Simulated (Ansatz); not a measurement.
**⁴⁹Ti nuclear quadrupole resonance in TiO₂ under strain**

Cell: a COD entry, relaxed with PBE at fixed cell and then changed (z stretched by 2 %, ions relaxed).

```cif
data_structure
_symmetry_space_group_name_H-M 'P 1'
_symmetry_Int_Tables_number 1
_cell_length_a 4.5940
_cell_length_b 4.5940
_cell_length_c 3.0182
_cell_angle_alpha 90.000
_cell_angle_beta 90.000
_cell_angle_gamma 90.000
_cell_volume 63.70
loop_
_atom_site_label
_atom_site_type_symbol
_atom_site_fract_x
_atom_site_fract_y
_atom_site_fract_z
_atom_site_occupancy
Ti1 Ti 0.00000 0.00000 0.00000 1
Ti2 Ti 0.50000 0.50000 0.50000 1
O3 O 0.30496 0.30496 0.00000 1
O4 O 0.19504 0.80496 0.50000 1
O5 O 0.69504 0.69504 0.00000 1
O6 O 0.80496 0.19504 0.50000 1
```

Atom numbers follow the list; atoms alike are taken as one site, whose name carries the number of the first.

Computed with Ansatz: DFT, PBE, plane waves and PAW, scalar-relativistic, 420 eV cutoff, Γ-centred 7×7×10 k-points, Fermi–Dirac smearing 0.02 eV.

⁴⁹Ti: I = 7/2, Q = 247.0 mb (year-2017 value). Static lattice, zero field.

Q: Predict the zero-field ⁴⁹Ti lines of each site.

A: For I = 7/2 and η = 0 the lines are |C_Q|/14 times 1, 2 and 3; η shifts the lowest up most.

```json
{"site": "Ti", "atoms": "1, 2", "V_zz (10²¹ V/m²)": "-1.88", "C_Q (MHz)": "-11.2", "η": "0.90", "line frequencies (MHz)": "1.48, 1.99, 2.20"}
```

Q: And for ⁴⁷Ti (I = 5/2, Q = 302.0 mb) on Ti?

A: C_Q scales with Q to -13.7 MHz, with lines at 3.40, 3.70, 7.10 MHz.
